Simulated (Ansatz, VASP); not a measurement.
# Pt: VASP beside Ansatz

```
Pt
1.0
     3.06915    0.00000    0.00000
    -1.53458    2.65796    0.00000
     0.00000    0.00000    8.35908
Pt
4
Direct
  0.00000 0.00000 0.25000
  0.00000 0.00000 0.75000
  0.33333 0.66667 0.75000
  0.66667 0.33333 0.25000
```

Alike in both runs: task relaxation of cell and atoms; functional PBE; k mesh 6 × 6 × 2; occupations gaussian, width 0.1 eV; no spin polarisation.

```csv
,VASP,Ansatz
version,VASP 6.6.1,Ansatz 0.2.0
potentials or method,"VASP PAW PBE potentials, release 64 (Pt)","scalar-relativistic, plane waves, PAW"
plane-wave cutoff (eV),600,420
valence electrons in the cell,40,72
```

Ansatz gave:

- gap on the k mesh at the Fermi level, each at its own relaxed structure (eV): none
- relaxed volume (Å³/atom): 20.64
- relaxed cell length with the largest relative difference (Å): 4.361
- energy change over the relaxation (meV/atom): -18220

Task: Estimate VASP's values.

Result: gap on the k mesh at the Fermi level, each at its own relaxed structure (eV): none; relaxed volume (Å³/atom): 20.53; relaxed cell length with the largest relative difference (Å): 4.350; energy change over the relaxation (meV/atom): -15261.

A gap of «none» marks a metal or a gap that the smearing closes. The two sets of potentials don't hold the same shells in valence.

Caveats: the k mesh is coarse (spacing up to 0.39 Å⁻¹), so the values aren't converged; the volume moved by over 15 % at a fixed basis, so the end points are rough (VASP). The runs have no spin-orbit coupling, so splittings on Pt are missing.
